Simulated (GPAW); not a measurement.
The system is Zr.

```
CELL_PARAMETERS angstrom
3.23200 0.00000 0.00000
-1.61600 2.79899 0.00000
0.00000 0.00000 5.14700
ATOMIC_POSITIONS crystal
Zr 0.66667 0.33333 0.75000
Zr 0.33333 0.66667 0.25000
```

* Program: GPAW 26.7.0
* Task: relaxation of cell and atoms
* Functional: PBE
* Dispersion: D3(BJ)
* Potentials or basis: GPAW PAW data sets (gpaw-data 1.2.1)
* Cutoff: 600 eV
* Basis: pw
* k mesh: 7 × 7 × 4
* Occupations: fermi-dirac, width 0.05 eV
* Spin: no spin polarisation

At the start: pressure -3.6 GPa; volume 23.28 Å³/atom.

Problem. Where does the relaxation end?

Solution. Over 7 steps the energy falls by 9.5 meV/atom and the volume is 22.39 Å³/atom (-3.8 %); space group P6_3/mmc (No. 194, to 0.05 Å).

Step by step:
```csv
step,energy change (eV),largest force (eV/Å),pressure (GPa),volume (Å³)
1,0.0000,0.0000,-3.57,46.56
2,-0.0070,0.0000,-2.89,46.20
3,-0.0157,0.0000,-1.61,45.56
4,-0.0190,0.0002,0.07,44.77
5,-0.0190,0.0000,0.07,44.77
6,-0.0190,0.0000,0.06,44.77
7,-0.0190,0.0002,0.05,44.78
```

Final structure:
```yaml
crystal:
  lattice:
    - [3.19095, 0.00000, 0.00000]
    - [-1.59547, 2.76344, 0.00000]
    - [0.00000, 0.00000, 5.07805]
  atoms:
    - { symbol: Zr, position: [0.66667, 0.33333, 0.75000] }
    - { symbol: Zr, position: [0.33333, 0.66667, 0.25000] }
```

Caveat: later steps reuse the first step's grids; pairwise dispersion overbinds metals, which lowers pressure and volume.
